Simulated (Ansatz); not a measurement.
Te2Mo, a slab with vacuum:

```
CELL_PARAMETERS angstrom
3.56039 0.00000 0.00000
-1.78020 3.08339 0.00000
0.00000 0.00000 24.81126
ATOMIC_POSITIONS crystal
Te 0.33333 0.66667 0.22364
Te 0.66667 0.33333 0.92063
Te 0.66667 0.33333 0.77636
Te 0.33333 0.66667 0.07937
Mo 0.66667 0.33333 0.15154
Mo 0.33333 0.66667 0.84846
```

Base run:

```yaml
Program: Ansatz 0.2.0
Functional: LDA
Potentials_or_basis: Ansatz PAW
Cutoff: 420 eV
Density_cutoff: 1680 eV
k_mesh: 9 × 9 × 2
Occupations: fermi-dirac, width 0.05 eV
Spin: no spin polarisation
```

Its results: band gap on the k mesh 1.02 eV, direct; largest force 0.412 eV/Å.

Task: The run is repeated on the same cell with these changes: functional from LDA to r2SCAN; cutoff from 420 eV to 500 eV; density cutoff from 1680 eV to 2000 eV. What comes out?

Result: Band gap on the k mesh 1.10 eV, direct; largest force 0.023 eV/Å.

Caveats: spin-orbit coupling is left out, which moves the levels of the heavy elements; the PAW data sets come from PBE, with cores solved anew for the run's functional, which leaves a small shift of forces and pressure.

Not every run made on this cell is shown here.
